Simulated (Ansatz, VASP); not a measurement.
## One calculation of ZnSe, 3 ways

The starting cell:

```
Se Zn
1.0
     0.00000    2.83380    2.83380
     2.83380    0.00000    2.83380
     2.83380    2.83380    0.00000
Se Zn
1 1
Direct
  0.75000 0.75000 0.75000
  0.00000 0.00000 0.00000
```

Alike in all runs: task relaxation of cell and atoms; functional PBEsol; k mesh 8 × 8 × 8; occupations fermi-dirac, width 0.05 eV; no spin polarisation; no spin-orbit coupling.

```json
{"program and potentials": "Ansatz, Ansatz PAW", "plane-wave cutoff (eV)": "420", "notes": "potentials made for PBE, which Ansatz adapts in part; 14 valence electrons an atom on average", "equilibrium volume (Å³/atom)": "22.34"}
{"program and potentials": "Ansatz, all-electron LAPW, scalar-relativistic", "plane-wave cutoff (eV)": "-", "notes": "-", "equilibrium volume (Å³/atom)": "22.35"}
{"program and potentials": "VASP, PBE PAW files Se, Zn, 600 eV", "plane-wave cutoff (eV)": "600", "notes": "potentials made for PBE; 9 valence electrons an atom on average", "equilibrium volume (Å³/atom)": "22.44"}
```

The equilibrium volume spans 22.34 (Ansatz, Ansatz PAW) to 22.44 Å³/atom (VASP, PBE PAW files Se, Zn, 600 eV), with all-electron results at 22.35. Relaxations stop with a little pressure left, so the last digit of a volume isn't settled.

The functional is the same throughout but for its coding, so the spread measures potentials, basis and numerics; runs on potential files found faulty are left out.
